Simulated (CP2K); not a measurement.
The system is CdS (Hawleyite).

```
CELL_PARAMETERS angstrom
4.12455 0.00000 0.00000
2.06228 3.57197 0.00000
2.06228 1.19066 3.36768
ATOMIC_POSITIONS crystal
Cd 0.00000 0.00000 0.00000
S 0.75000 0.75000 0.75000
```

Base run:

```yaml
Program: CP2K 2026.2
Functional: PBEsol
Potentials_or_basis: POTENTIAL_UZH Cd GTH-PBE-q12, S GTH-PBE-q6; TZVP-MOLOPT-PBE-GTH basis
Density_cutoff: 9184 eV
k_mesh: 8 × 8 × 8
Occupations: fermi-dirac, width 0.05 eV
Spin: no spin polarisation
```

Its results: band gap on the k mesh 0.98 eV, direct; pressure 0.6 GPa.

**Question.** After a change of settings the same cell gave: band gap on the k mesh 1.27 eV, direct; pressure 0.4 GPa. Which change was it?
A. functional from PBEsol to HLE16
B. functional from PBEsol to BLYP
C. functional from PBEsol to LDA
D. functional from PBEsol to r2SCAN

**Answer.** D.

r2SCAN gives the wider gap, since meta-GGAs in the generalised Kohn-Sham scheme recover part of the derivative discontinuity.

Caveats: the potentials were made for another functional, which shifts forces and pressure; the basis of atomic orbitals isn't converged, which shifts pressures, moduli and gaps.

Runs at the PBE level aren't shown here.
